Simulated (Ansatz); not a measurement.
# Relativity in BeSe

```
Be Se
1.0
     0.00000    2.53500    2.53500
     2.53500    0.00000    2.53500
     2.53500    2.53500    0.00000
Be Se
1 1
Cartesian
  0.0000 0.0000 0.0000
  3.8025 3.8025 3.8025
```

Atoms are numbered in the order listed.

The cell comes from COD entry 9008837, which wasn't checked; take it as a given geometry. It differs from other determinations.

One fixed cell is solved with PBE by PAW (frozen-core files) in Ansatz 0.2.0 under different relativistic treatments. Pressure is positive in compression.

Settings: a Γ-centred 10×10×10 k mesh, Fermi–Dirac smearing of 0.02 eV, cutoff 420 eV, no spin polarisation.

```tsv
setting	P (GPa)	gap over the k mesh and a high-symmetry path (eV)	lowest level at Γ above −25 eV, from the valence-band top or, without a gap, the Fermi level (eV)
scalar-relativistic	5.36	2.54	?
with spin–orbit coupling	5.36	2.39	?
```

What belongs in the row "scalar-relativistic", column "lowest level at Γ above −25 eV, from the valence-band top or, without a gap, the Fermi level (eV)"?

-14.09.

What belongs in the row "with spin–orbit coupling", column "lowest level at Γ above −25 eV, from the valence-band top or, without a gap, the Fermi level (eV)"?

-14.23.
